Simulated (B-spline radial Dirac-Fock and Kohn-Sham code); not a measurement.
**The Sr-like isoelectronic sequence (38 electrons), Z = 53 to 67**

Method: Dirac-Fock energy differences between relaxed states, corrected for Breit and QED terms. Computed with a radial B-spline solver. Binding energies in eV, tabulated ground configurations ([Kr] 4d2 throughout). Correlation and solid-state effects are left out.

| ion | 2p1/2 | 3p3/2 | 3d3/2 | 4p1/2 | outermost level | NIST ionisation energy |
| --- | --- | --- | --- | --- | --- | --- |
| I¹⁵⁺ | 5229.6 | 1238.5 | 993.2 | 458.9 | 362.0 (4d) | 365 ± 3 |
| Xe¹⁶⁺ | 5510.9 | 1328.7 | 1076.0 | 503.6 | 401.1 (4d) | 404 ± 3 |
| Cs¹⁷⁺ | ? | ? | ? | ? | ? | ? |
| Ba¹⁸⁺ | 6099.8 | 1518.6 | 1251.2 | 598.6 | 484.5 (4d) | 488 ± 3 |
| La¹⁹⁺ | 6407.5 | 1618.3 | 1343.6 | 649.1 | 528.9 (4d) | 533 ± 4 |
| Ce²⁰⁺ | 6724.2 | 1721.2 | 1439.0 | 701.4 | 575.0 (4d) | 579 ± 4 |
| Pr²¹⁺ | 7050.0 | 1827.2 | 1537.6 | 755.8 | 622.9 (4d) | 627 ± 4 |
| Nd²²⁺ | 7385.0 | 1936.4 | 1639.4 | 812.1 | 672.5 (4d) | 678 ± 4 |
| Pm²³⁺ | 7729.3 | 2048.8 | 1744.3 | 870.4 | 723.9 (4d) | 730 ± 4 |
| Sm²⁴⁺ | 8082.9 | 2164.3 | 1852.3 | 930.6 | 777.1 (4d) | 782 ± 4 |
| Eu²⁵⁺ | 8446.2 | 2283.1 | 1963.5 | 992.9 | 832.0 (4d) | 838 ± 4 |
| Gd²⁶⁺ | 8819.0 | 2405.0 | 2077.9 | 1057.2 | 888.6 (4d) | 895 ± 4 |
| Tb²⁷⁺ | 9201.7 | 2530.1 | 2195.4 | 1123.5 | 947.0 (4d) | 954 ± 4 |
| Dy²⁸⁺ | 9594.3 | 2658.4 | 2316.1 | 1191.8 | 1007.2 (4d) | 1014 ± 4 |
| Ho²⁹⁺ | 9997.0 | 2789.8 | 2440.0 | 1262.3 | 1069.1 (4d) | 1077 ± 4 |

Question: Fill in the row of Cs¹⁷⁺.

Answer: 2p1/2 5801.0, 3p3/2 1422.1, 3d3/2 1162.1, 4p1/2 550.1, outermost 441.9 (4d), NIST 445 ± 3 eV.

NIST's values are for the lowest levels; a dash marks a value that is missing or belongs to another shell. Their kind here: theoretical. Where a p, d or f shell is open in either ion the computed value averages over both j values and all terms, while the table refers to the lowest levels; that difference holds spin-orbit splitting (largest in heavy or highly charged ions), term energies where several electrons share open shells, and correlation, and it can reach 10 % or more.
